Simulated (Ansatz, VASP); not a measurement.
## MoSeS in two plane-wave programs

One calculation is typed for both programs; each brings its own data sets. How far apart do they land? The cell is generated by rule, not measured, and may not be a known phase. The cell is taken from a series of runs on this material, whose earlier steps may have relaxed, scaled, displaced or heated it; both programs get it as it stands.

Program: Ansatz 0.2.0. Level of theory: plane waves, with VASP 6.6.1 beside it; single point at PBE and single point at PBE, spin-orbit coupling. Results are calculated unless marked as measured.

The structure was built from a prototype and need not be the compound's stable phase.

## Step 1: Set-up

Symmetry: P6_3mc, No. 186, hexagonal system. The conventional cell has a = 3.212 Å, b = 3.212 Å, c = 12.378 Å, α = 90.00°, β = 90.00°, γ = 120.00°. Mo has 3 S at 2.40 Å and 3 Se at 2.52 Å nearest. S has 3 Mo at 2.40 Å nearest. Se has 3 Mo at 2.52 Å nearest. Farther neighbours and most contacts between anions are not listed.

As a file:

```xyz
6
Lattice="3.2117 0.0000 0.0000 -1.6059 2.7814 0.0000 0.0000 0.0000 12.3783" Properties=species:S:1:pos:R:3 pbc="T T T"
Mo    0.0000    1.8543    3.1552
Mo    1.6059    0.9271    9.3444
S     1.6059    0.9271    4.6849
S     0.0000    1.8543   10.8740
Se    1.6059    0.9271    1.4436
Se    0.0000    1.8543    7.6328
```

## Step 2: VASP: single point, PBE

With cell and atoms fixed, the geometry can't cause a difference; cores, projectors, grids and the points listed under the comparison can.

Lines of VASP's logs that name or quote its potential files are left out, and so is its time.

INCAR

```
SYSTEM = MoSeS
PREC = Accurate
ENCUT = 500
EDIFF = 1E-06
NELM = 120
ISMEAR = -1
SIGMA = 0.02
LREAL = .FALSE.
ALGO = Normal
GGA = PE
NBANDS = 32
LASPH = .TRUE.
LORBIT = 11
LWAVE = .FALSE.
LCHARG = .FALSE.
ISIF = 2
GGA_COMPAT = .FALSE.
EFERMI = MIDGAP
KPAR = 2
```

POSCAR

```
MoSeS
1.0
    3.2117081741      0.0000000000      0.0000000000
   -1.6058540870      2.7814208683      0.0000000000
    0.0000000000      0.0000000000     12.3783241686
Mo S Se
2 2 2
Direct
    0.3333333334      0.6666666668      0.2548995990
    0.6666666668      0.3333333334      0.7548995990
    0.6666666668      0.3333333334      0.3784740593
    0.3333333334      0.6666666668      0.8784740593
    0.6666666668      0.3333333334      0.1166263416
    0.3333333334      0.6666666668      0.6166263416
```

KPOINTS

```
Automatic mesh
0
Gamma
12 12 2
0 0 0
```

The projector-augmented-wave data sets are Mo_sv, S and Se (PBE family, release 64).

The run is started by

```
> mpirun -np 2 vasp_std
```

Numbers of over 12 decimals in the logs are rounded to 6 here.

Log:

```text
[banner, memory and clock lines left out]
running    2 mpi-ranks, on    1 nodes
 distrk:  each k-point on    1 cores,    2 groups
 distr:  one band on    1 cores,    1 groups

 POSCAR found type information on POSCAR MoS Se
 POSCAR found :  3 types and       6 ions
 LDA part: xc-table for (Slater+PW92), standard interpolation
 POSCAR, INCAR and KPOINTS ok, starting setup
 FFT: planning ... GRIDC
 FFT: planning ... GRID_SOFT
 FFT: planning ... GRID
 WAVECAR not read
 entering main loop
       N       E                     dE             d eps       ncg     rms          rms(c)
DAV:   1     0.437071742056E+03    0.43707E+03   -0.28847E+04  2720   0.149E+03
DAV:   2    -0.203679994434E+02   -0.45744E+03   -0.44526E+03  3008   0.379E+02
DAV:   3    -0.435616308751E+02   -0.23194E+02   -0.22847E+02  3104   0.751E+01
DAV:   4    -0.440400410969E+02   -0.47841E+00   -0.47671E+00  3000   0.106E+01
DAV:   5    -0.440513013417E+02   -0.11260E-01   -0.11249E-01  3152   0.151E+00    0.299E+01
DAV:   6    -0.423605535843E+02    0.16907E+01   -0.16384E+01  2624   0.223E+01    0.102E+01
DAV:   7    -0.420048109380E+02    0.35574E+00   -0.91257E+00  2680   0.149E+01    0.752E+00
DAV:   8    -0.416365695352E+02    0.36824E+00   -0.14538E+00  3040   0.667E+00    0.277E+00
DAV:   9    -0.416455421762E+02   -0.89726E-02   -0.14995E-01  3208   0.191E+00    0.128E+00
DAV:  10    -0.416380573594E+02    0.74848E-02   -0.60476E-02  2912   0.140E+00    0.309E-01
DAV:  11    -0.416378356963E+02    0.22166E-03   -0.25574E-03  3088   0.294E-01    0.171E-01
DAV:  12    -0.416377552839E+02    0.80412E-04   -0.43456E-04  3048   0.107E-01    0.810E-02
DAV:  13    -0.416377707594E+02   -0.15476E-04   -0.14947E-04  3216   0.634E-02    0.132E-02
DAV:  14    -0.416377727750E+02   -0.20156E-05   -0.44800E-06  2592   0.118E-02    0.859E-03
DAV:  15    -0.416377734891E+02   -0.71414E-06   -0.14085E-06  2160   0.615E-03
   1 F= -.41637773E+02 E0= -.41637773E+02  d E =-.228285E-09
```

OUTCAR, selected parts (step 2):

```text
ion  position               nearest neighbor table
   1  0.333  0.667  0.255-   3 2.40   3 2.40   3 2.40   5 2.52   5 2.52   5 2.52
   2  0.667  0.333  0.755-   4 2.40   4 2.40   4 2.40   6 2.52   6 2.52   6 2.52
   3  0.667  0.333  0.378-   1 2.40   1 2.40   1 2.40
   4  0.333  0.667  0.878-   2 2.40   2 2.40   2 2.40
   5  0.667  0.333  0.117-   1 2.52   1 2.52   1 2.52
   6  0.333  0.667  0.617-   2 2.52   2 2.52   2 2.52

  LATTYP: Found a hexagonal cell.
 ALAT       =     3.2117081741
 C/A-ratio  =     3.8541248138

 Subroutine GETGRP returns: Found 12 space group operations
 (whereof  6 operations were pure point group operations)

The static configuration has the point symmetry C_3v.
 The point group associated with its full space group is C_6v.

 Found     38 irreducible k-points:

   k-points           NKPTS =     38   k-points in BZ     NKDIM =     38   number of bands    NBANDS=     32

   dimension x,y,z NGX =    24 NGY =   24 NGZ =   90
   dimension x,y,z NGXF=    48 NGYF=   48 NGZF=  180

   ENCUT  =  500.0 eV  36.75 Ry    6.06 a.u.   5.86  5.86 22.57*2*pi/ulx,y,z

   NELECT =      52.0000    total number of electrons

 k-points in reciprocal lattice and weights: Automatic mesh
   0.00000000  0.00000000  0.00000000       0.003
   0.08333333 -0.00000000  0.00000000       0.021
   0.16666667 -0.00000000  0.00000000       0.021
   0.25000000  0.00000000  0.00000000       0.021
   0.33333333 -0.00000000  0.00000000       0.021
   0.41666667 -0.00000000  0.00000000       0.021
   0.50000000  0.00000000  0.00000000       0.010
   0.08333333  0.08333333  0.00000000       0.021
   0.16666667  0.08333333  0.00000000       0.042
[...]
0.33333333  0.25000000  0.50000000       0.042
   0.33333333  0.33333333  0.50000000       0.007

 average (electrostatic) potential at core
       1 -74.7315       2 -74.7315       3 -84.5387       4 -84.5387       5 -51.2995
       6 -51.2995

 E-fermi :   7.7425

 k-point     1 :       0.0000    0.0000    0.0000
  band No.  band energies     occupation
    ...
     22       5.6791      2.00000
     23       5.6791      2.00000
     24       5.9159      2.00000
     25       6.7045      2.00000
     26       7.4055      2.00000
     27       9.6171      0.00000
     28       9.6171      0.00000
     29       9.6263      0.00000
     30       9.6263      0.00000
     31       9.9394      0.00000
    ...

 k-point     2 :       0.0833   -0.0000    0.0000
  band No.  band energies     occupation
    ...
     22       5.5458      2.00000
     23       5.6541      2.00000
     24       6.0080      2.00000
     25       6.7579      2.00000
     26       7.1991      2.00000
     27       9.4859      0.00000
     28       9.5291      0.00000
     29       9.6163      0.00000
     30       9.6488      0.00000
     31       9.7266      0.00000
    ...

 k-point     3 :       0.1667   -0.0000    0.0000
  band No.  band energies     occupation
    ...
     22       5.3170      2.00000
     23       5.4784      2.00000
     24       6.0068      2.00000
     25       6.5374      2.00000
     26       6.6313      2.00000
     27       8.8704      0.00000
     28       9.2257      0.00000
     29       9.3270      0.00000
     30       9.5307      0.00000
     31       9.6345      0.00000
    ...

  Total        2.8846866      2.8846866      2.9367420      0.0000000      0.0000000      0.0000000
  in kB       41.7969496     41.7969496     42.5511928      0.0000000      0.0000000      0.0000000
  external PRESSURE =      42.0483640 kB  Pullay stress =       0.0000000 kB

  energy-cutoff  :      500.00
  volume of cell :      110.58
      direct lattice vectors                 reciprocal lattice vectors
     3.211708174  0.000000000  0.000000000     0.311360792  0.179764237  0.000000000
    -1.605854087  2.781420868  0.000000000     0.000000000  0.359528474  0.000000000
     0.000000000  0.000000000 12.378324169     0.000000000  0.000000000  0.080786380

 POSITION                                       TOTAL-FORCE (eV/Angst)
 -----------------------------------------------------------------------------------
      0.00000      1.85428      3.15523        -0.000000     -0.000000      0.034098
      1.60585      0.92714      9.34439         0.000000     -0.000000      0.034098
      1.60585      0.92714      4.68487         0.000000     -0.000000     -0.007190
      0.00000      1.85428     10.87404        -0.000000      0.000000     -0.007190
      1.60585      0.92714      1.44364         0.000000     -0.000000     -0.026907
      0.00000      1.85428      7.63280        -0.000000     -0.000000     -0.026907
 -----------------------------------------------------------------------------------
    total drift:                               -0.000000     -0.000001     -0.000568

  FREE ENERGIE OF THE ION-ELECTRON SYSTEM (eV)
  ---------------------------------------------------
  free  energy   TOTEN  =       -41.6377734891 eV

  energy  without entropy=      -41.6377734889  energy(sigma->0) =      -41.63777349

 total charge
# of ion       s       p       d       tot
------------------------------------------
    1        2.284   6.205   3.961  12.449
    2        2.284   6.205   3.961  12.449
    3        1.360   2.348   0.000   3.708
    4        1.360   2.348   0.000   3.708
    5        1.487   2.324   0.068   3.878
    6        1.487   2.324   0.068   3.878
--------------------------------------------------
tot         10.260  21.754   8.057  40.071

[... 3 further parts left out ...]
```

The run ends at a pressure of 4.20 GPa, with forces up to 0.034 eV/Å.

## Step 3: Ansatz: single point, PBE

Ansatz runs on its PAW soft_1 files.

The same cell, functional, mesh and smearing now go to Ansatz, which takes its cutoff from its data sets.

input.yaml

```yaml
crystal:
  lattice:
    - [3.2117081741, 0.0, 0.0]
    - [-1.605854087, 2.7814208683, 0.0]
    - [0.0, 0.0, 12.3783241686]
  atoms:
    - { symbol: Mo, position: [0.3333333333, 0.6666666667, 0.254899599] }
    - { symbol: S, position: [0.6666666667, 0.3333333333, 0.3784740593] }
    - { symbol: Se, position: [0.6666666667, 0.3333333333, 0.1166263416] }
    - { symbol: Mo, position: [0.6666666667, 0.3333333333, 0.754899599] }
    - { symbol: S, position: [0.3333333333, 0.6666666667, 0.8784740593] }
    - { symbol: Se, position: [0.3333333333, 0.6666666667, 0.6166263416] }
kpoints:
  mp_grid: { grid: [12, 12, 2] }
  band_path:
    path:
      - [[0.0, 0.0, 0.0], [0.5, 0.0, 0.0], [0.33333333, 0.33333333, 0.0], [0.0, 0.0, 0.0], [0.0, 0.0, 0.5], [0.5, 0.0, 0.5], [0.33333333, 0.33333333, 0.5], [0.0, 0.0, 0.5]]
      - [[0.5, 0.0, 0.5], [0.5, 0.0, 0.0]]
      - [[0.33333333, 0.33333333, 0.5], [0.33333333, 0.33333333, 0.0]]
    npoints: 10
hamiltonian:
  xc: pbe
  pseudopotentials: { kind: paw, azcp: { folder: soft_1 } }
scf:
  occupations: { method: fermi_dirac, width: 0.02 }
  n_extra_bands: 6
output:
  eigenvalues: true
  forces: true
  stress: true
  write_density: true
  write_potential: true
  elf: true
  volumetric_format: npy
```

The run is started by

```
> ansatz run input.yaml --threads 3 --pin off --max-ram 92160MiB --backend cuda --events-out ev --progress --plain --runs-dir out --devices 1 --max-vram 13GiB
```

Log:

```text
scf.n_extra_bands = 6 over 36 filled bands (N_el = 72.0): the run solves 42 bands
GPUs: using 1 of 1 available (devices: 1).
Engine: ansatz 0.2.0, x86_64-unknown-linux-gnu
Pseudopotentials: kind: paw
Pseudopotential: Mo, paw, valence charge 14, recommended cutoff 420 eV (normal), soft_1/Mo.paw.azcp
Pseudopotential: S, paw, valence charge 6, recommended cutoff 420 eV (normal), soft_1/S.paw.azcp
Pseudopotential: Se, paw, valence charge 16, recommended cutoff 420 eV (normal), soft_1/Se.paw.azcp
Functional definition: PBE
  parameter kappa = 0.804
  parameter beta = 0.066725
  exchange = pbe_x(kappa = kappa, mu = beta*pi^2/3)
  correlation = pbe_c(beta = beta)
device memory: the entry about to start is reckoned to put 3.3 GiB on a device that reports 18.8 GiB free (of which the cap on the GPU budget leaves the run 13.0 GiB)
GPU FFT provider: cuFFT
GPU libraries: cuBLAS 13.8.2, cuFFT 12.4.0, cuSOLVER 12.3.4
Crystal: 6 atoms, lattice volume = 110.577 Å³
Basis set: ecut = 420 eV, 2225 PW (Γ), exchange–correlation on 48×48×180 points (8 copies of the dense FFT grid, shifted against one another)
Bands: 42, of which v1, the nominal top of the filled ones, is band 36 counted from 1 (35 counted from 0)
Symmetry: 12 space group operations
Space group: P63mc (ITA 186), of the structure as read, at distance tolerance 4.8e-5 Å
k-points: 38 of 288
Non-local potential: Mo, projectors of the file, l = 0: 3, l = 1: 2, l = 2: 2, l = 3: 1
Non-local potential: S, projectors of the file, l = 0: 2, l = 1: 2, l = 2: 1
Non-local potential: Se, projectors of the file, l = 0: 2, l = 1: 2, l = 2: 3, l = 3: 1
PAW form: soft (Blöchl's): semilocal exchange-correlation on the pseudo side does not see the compensation charge
PAW one-centre angular grid: Mo, 590 points (default); XC on 64 Gauss nodes
PAW one-centre angular grid: S, 110 points (default); XC on 64 Gauss nodes
PAW one-centre angular grid: Se, 590 points (default); XC on 64 Gauss nodes
Initial density: superposition of atomic densities (chi_scale 0.1, normalization cell, long waves kept (reshape's long-wave potential 0.07 eV rms))
Initial wavefunctions: pseudopotential atomic-orbital guess
GPU buffer pool allocated for 51840 grid points (all kernels)
GPU transforms: local potential and band sums: pruned to the plane-wave sphere, on 24×24×90
Functional: x = pbe(κ = 0.804, μ = 0.219515), c = pbe(β = 0.066725)
SCF iter   1: F=—  HF=-22660.506669 eV  |F-HF|=—  |Δ(HF+E_count)|=         —  Δρ=5.06e-2  dr2=5.49e0  ethr=3.10e-3  ⟨swp⟩=7.9  Hψ=6586  notcnv=0
preconditioner: auto → Resta (q_TF=auto, 2.540 Å⁻¹)  ε∞=8.3  [insulator: Δε(μ)=0.653 eV  Ē_g=7.856 eV  σ=0.020 eV  W_gap=1.00  n_scr=40 (ndim 8)  ℏωp=21.2 eV  f_vac=0.004  D(μ)=0.00/eV (n_scr^D=0)  ε∞_Penn≈8.3]
SCF iter   2: F=—  HF=-22659.424568 eV  |F-HF|=—  |Δ(HF+E_count)|=    1.08e0  Δρ=2.89e-2  dr2=1.81e0  ethr=3.10e-3  ⟨swp⟩=2.1  Hψ=2522  notcnv=0  defer=19
SCF iter   3: F=—  HF=-22658.939773 eV  |F-HF|=—  |Δ(HF+E_count)|=   4.85e-1  Δρ=4.95e-3  dr2=3.21e-2  ethr=2.51e-3  ⟨swp⟩=3.1  Hψ=2496  notcnv=0  defer=19
SCF iter   4: F=—  HF=-22658.941053 eV  |F-HF|=—  |Δ(HF+E_count)|=   1.28e-3  Δρ=1.66e-3  dr2=5.37e-3  ethr=4.47e-5  ⟨swp⟩=3.7  Hψ=3509  notcnv=0  defer=19
SCF iter   5: F=—  HF=-22658.939726 eV  |F-HF|=—  |Δ(HF+E_count)|=   1.33e-3  Δρ=7.23e-4  dr2=1.00e-3  ethr=7.46e-6  ⟨swp⟩=2.0  Hψ=3079  notcnv=0  defer=19
SCF iter   6: F=—  HF=-22658.940407 eV  |F-HF|=—  |Δ(HF+E_count)|=   6.81e-4  Δρ=2.52e-4  dr2=7.60e-5  ethr=1.39e-6  ⟨swp⟩=2.0  Hψ=2922  notcnv=0  defer=19
SCF iter   7: F=—  HF=-22658.940591 eV  |F-HF|=—  |Δ(HF+E_count)|=   1.84e-4  Δρ=6.17e-5  dr2=3.59e-6  ethr=1.06e-7  ⟨swp⟩=2.2  Hψ=2461  notcnv=0  defer=19
SCF iter   8: F=—  HF=-22658.940600 eV  |F-HF|=—  |Δ(HF+E_count)|=   8.72e-6  Δρ=1.24e-5  dr2=1.71e-7  ethr=4.98e-9  ⟨swp⟩=2.4  Hψ=2344  notcnv=0  defer=19
SCF iter   9: F=-22658.940600 eV  HF=-22658.940600 eV  |F-HF|=1.21e-8  |Δ(HF+E_count)|=   4.27e-7  Δρ=4.93e-6  dr2=1.87e-8  ethr=1.39e-10  ⟨swp⟩=15.6  Hψ=17586  notcnv=0
SCF 1 converged in 9 iterations: F = -22658.940600 eV  dr2 = 1.87e-8
  greatest PAW one-centre occupation: 1.000 electrons in one spin orbital (limit 2), on the Se atom at site 2 (counted from 0), in its partial waves of l = 2
device memory: the entry about to start is reckoned to put 2.2 GiB on a device that reports 18.7 GiB free (of which the cap on the GPU budget leaves the run 13.0 GiB)
NSCF: frozen V_eff on 93 k-points
SCF converged after 9 iterations
Free energy (F): -22658.940600 eV
Harris-Foulkes:  -22658.940600 eV  (|F-HF|=1.21e-8)
Internal energy: -22658.940600 eV  (E = F + TS)
E sigma→0 (E₀):  -22658.940600 eV
Fermi energy:    12.485217 eV
--- Per-component energies (eV) ---
  E_band       = -959.844950
  E_kinetic    = 1280.897539
  E_local      = -8706.037620  (includes V_loc(G=0)·N_el)
  E_nonlocal   = -343.075141
  E_hartree    = 4155.571905
  E_xc         = -702.714570
  E_vxc        = -788.759270  (∫ρ·V_xc dr)
  E_paw        = -11900.411769  (= ΣΔE_a)
  E_vpaw       = -714.015615  (= ΣTr[D̂ρ^β])
  E_aug_tail   = -0.000637  (compensation charges beyond the density's cutoff)
  E_ewald      = -6443.170308
  E_smearing   = -0.000000  (= −TS)
  E_closure    = -0.000000  (closes the sum)
  Σ components = -22658.940600   (vs F -22658.940600, Δ=0.00e0)
--- Forces (eV/Å), atoms counted from 1 ---
  atom   1  Mo     0.00000000     0.00000000    -0.00829704
  atom   2  S     -0.00000000    -0.00000000     0.00055556
  atom   3  Se     0.00000000     0.00000000     0.00767970
  atom   4  Mo    -0.00000000    -0.00000000    -0.00829704
  atom   5  S      0.00000000     0.00000000     0.00055556
  atom   6  Se    -0.00000000    -0.00000000     0.00767970
  max |Σ_I F_I| component: 1.24e-4 eV/Å
--- Stress (GPa, compression-positive) ---
        4.094635       0.000000       0.000000
       -0.000000       4.094635      -0.000000
        0.000000       0.000000       4.129511
  P = ⅓ Tr σ = 4.1063 GPa (41.063 kbar)
--- Band table (eV; the first three rows and the last of 38) ---
  k-point 0: bands = [... 32 lower, 10.4196, 10.6528, 11.4500, 12.1491, 14.3586, 14.3586, 14.3694, 14.3694, ... 2 higher]
  k-point 1: bands = [... 32 lower, 10.3901, 10.3901, 11.9534, 11.9534, 14.3592, 14.3592, 14.3592, 14.3592, ... 2 higher]
  k-point 2: bands = [... 32 lower, 10.3937, 10.7450, 11.5038, 11.9428, 14.2261, 14.2682, 14.3574, 14.3834, ... 2 higher]
  k-point 37: bands = [... 32 lower, 9.3237, 9.3237, 11.4973, 11.4973, 13.2146, 13.2146, 14.2441, 14.2441, ... 2 higher]
```

## Step 4: Differences

Known differences besides the potentials themselves: the data sets hold 72 valence electrons in Ansatz (on its PAW soft_1 files) and 52 in VASP; the cutoff is 420 eV in Ansatz and 500 eV in VASP. Total energies have different zeros and are not compared.

Compared:

| quantity | Ansatz | VASP | difference |
| --- | --- | --- | --- |
| pressure (GPa) | 4.11 | 4.20 | -0.10 |
| gap on the k mesh (eV) | 0.708 | 0.714 | -0.006 |

At this near-relaxed geometry the largest component of a force difference is 42 meV/Å. A gap on the mesh is an upper bound, since the band edges may lie between its points.

(Continued in part 2 of 2.)

[Lines on the potential files, build, host, timing and source positions are cut from VASP's logs without a mark.]

[Logs are printed without paths, hosts, clocks, repeated set-up lines and the standing remarks that a program may print on its own settings, such as how far it seeks lower states.]

[Hosts, paths, dates, database ids (printed as entryN), source tags and the programs' standing remarks are cut or masked in the printed files.]
